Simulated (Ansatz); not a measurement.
## Rh: energy less free atoms and pressure against volume scale

Results calculated with Ansatz 0.2.0, not measured. Periodic Kohn-Sham DFT of a crystal at fixed atoms, scaled to volume_scale times the given cell; pressure positive in compression, energy less spherical unpolarised free atoms, largest_vzz the field gradient of largest size among the nuclei.

The cell before it is scaled or strained (space group Fd-3m, No. 227):
```
CELL_PARAMETERS angstrom
0.00000 2.75680 2.75680
2.75680 0.00000 2.75680
2.75680 2.75680 0.00000
ATOMIC_POSITIONS crystal
Rh 0.00000 0.00000 0.00000
Rh 0.25000 0.25000 0.25000
```

Settings of every row: method all-electron LAPW; functional PBE; relativity scalar; k mesh 11x11x11; filling fermi-dirac; smearing width 0.08 eV; basis error target 1 meV/atom; nucleus gaussian.

Atom start moment: 0 on all atoms.

Limits: the cell comes from a prototype or a list of computed structures and needn't be the stable phase.

| row | volume scale | V (Å³/atom) | energy less free atoms (eV/atom) | pressure (GPa) |
| --- | --- | --- | --- | --- |
| 1 | 0.95 | 19.904 | -6.1523 | 7.587 |
| 2 | 0.975 | 20.428 | -6.1703 | 3.527 |
| 3 | 1 | 20.952 | -6.176 | 0.045 |
| 4 | 1.025 | 21.475 | ? | ? |
| 5 | 1.05 | 21.999 | -6.1573 | -5.484 |

Question: what energy less free atoms and pressure should row 4 give?

Worked fit of energy less free atoms. Take u = (V_r/V)^(2/3) − 1 with V_r = 20.69 Å³ an atom, which is twice the finite (Eulerian) strain; such expansions in the strain, on which the Birch-Murnaghan equation of state is built, carry the rest volume and the bulk modulus. The shown rows have u = 0.02616, 0.00853, -0.00835, -0.04007. Least squares give energy less free atoms = −6.17455 + 0.3437 × u + 19.327 × u² eV/atom; a straight line predicts inner rows, each left out in turn, worse (root mean square 0.013 against 0.00018 eV/atom). The rows lie off it by 0.0000, -0.0001, 0.0001, 0.0000. Its lowest point lies at u = -0.0089, or V = 20.97 Å³ an atom, and the curvature there gives the bulk modulus at fixed shape and fractions, B = (4/9)(1 + u)² E″(u)/V = 129 GPa. The withheld row has u = -0.02452, so the fit gives −6.17455 + 0.3437 × (-0.02452) + 19.327 × (-0.02452)² = -6.1714 eV/atom.

The calculation gave -6.1712 eV/atom. The fit lies 0.0002 eV/atom (0.84 % of the column's range) below it; its largest miss of a shown row is 0.0001 eV/atom.

Worked fit of pressure. Take u = (V_r/V)^(2/3) − 1 with V_r = 20.69 Å³ an atom, which is twice the finite (Eulerian) strain; such expansions in the strain, on which the Birch-Murnaghan equation of state is built, carry the rest volume and the bulk modulus. The shown rows have u = 0.02616, 0.00853, -0.00835, -0.04007. Least squares give pressure = 1.7201 + 206.654 × u + 670.89 × u² GPa; a straight line predicts inner rows, each left out in turn, worse (root mean square 0.46 against 0.0095 GPa). The rows lie off it by 0.002, -0.005, 0.004, -0.001 (root mean square 0.0034 GPa). The pressure vanishes at u = -0.0086, or V = 20.96 Å³ an atom, and there the bulk modulus at fixed shape and fractions is B = −V dP/dV = (2/3)(1 + u) dP/du = 129 GPa. The withheld row has u = -0.02452, so the fit gives 1.7201 + 206.654 × (-0.02452) + 670.89 × (-0.02452)² = -2.944 GPa.

The calculation gave -2.937 GPa. The fit lies 0.007 GPa (0.054 % of the column's range) below it; its largest miss of a shown row is 0.005 GPa.
